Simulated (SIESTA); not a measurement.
HfC in SIESTA: the effect of functional

The system is HfC.

```
CELL_PARAMETERS angstrom
0.00000 2.32500 2.32500
2.32500 0.00000 2.32500
2.32500 2.32500 0.00000
ATOMIC_POSITIONS crystal
Hf 0.50000 0.50000 0.50000
C 0.00000 0.00000 0.00000
```

Alike in all runs:

* Program: SIESTA 5.4.2
* Task: band structure
* Basis: DZP (energy shift 0.003 Ry; two zetas on semicore shells)
* Grid cutoff: 800 Ry
* Energy shift: 0.003 Ry
* k mesh: 10 × 10 × 10
* Occupations: fermi-dirac, width 0.05 eV
* Spin: no spin polarisation

```csv
functional,potentials or basis,pressure (GPa)
AM05,PseudoDojo 0.4 standard (PBEsol files),-4.2
BLYP,PseudoDojo 0.4 standard (PBE files),?
vdW-DF-cx,PseudoDojo 0.4 standard (PBE files),-1.8
```

Task: What does the run with functional BLYP give?

Result: Pressure 10.4 GPa.

Caveats: short orbitals over semicore shells can move pressures by several GPa; the potentials were made for another functional, which shifts forces and pressure; the basis of atomic orbitals isn't converged, which shifts pressures, moduli and gaps.

Runs at the PBE level aren't shown here.
